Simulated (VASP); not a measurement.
A run of VASP 6.6.1 is set up as follows.

File INCAR:

```
SYSTEM = TiB2
  PREC = Accurate
  ENCUT = 600
  EDIFF = 1E-7
  ISMEAR = 1
  SIGMA = 0.1
  LREAL = .FALSE.
  LASPH = .TRUE.
  NELM = 80
  ALGO = Normal
  ISIF = 3
  LWAVE = .FALSE.
  LCHARG = .FALSE.
  GGA = PS
  IBRION = 2
  NSW = 90
  EDIFFG = -0.005
```

Contents of KPOINTS:

```
Automatic mesh
0
G
  15 15 11
  0 0 0
```

Contents of POSCAR:

```
TiB2                                    
1.0
    3.0187675783      0.0000000000      0.0000000000
   -1.5093837891      2.6143294108      0.0000000000
   -0.0000000000     -0.0000000000      3.1857412020
  Ti              B             
     1     2
Direct
     1.0000000000000000    1.0000000000000000    1.0000000000000000
     0.3333333332999970    0.6666666667000030    0.5000000000000000
     0.6666666667000030    0.3333333332999970    0.5000000000000000
```

Potentials or basis: VASP PAW PBE potentials, release 64 (Ti_sv, B).

Launch:

```console
$ cat potpaw_PBE.64/Ti_sv/POTCAR potpaw_PBE.64/B/POTCAR > POTCAR
$ mpirun -np 1 vasp_std > vasp.out
```

Question: Estimate the band gap on the k mesh.

Answer: None (metal or under the smearing width).

Final structure:
```
Ti B
1.0
     3.01877    0.00000    0.00000
    -1.50938    2.61433    0.00000
     0.00000    0.00000    3.18574
Ti B
1 2
Direct
  0.00000 0.00000 0.00000
  0.33333 0.66667 0.50000
  0.66667 0.33333 0.50000
```

Caveat: the relaxation stopped at its first step, so nothing moved.
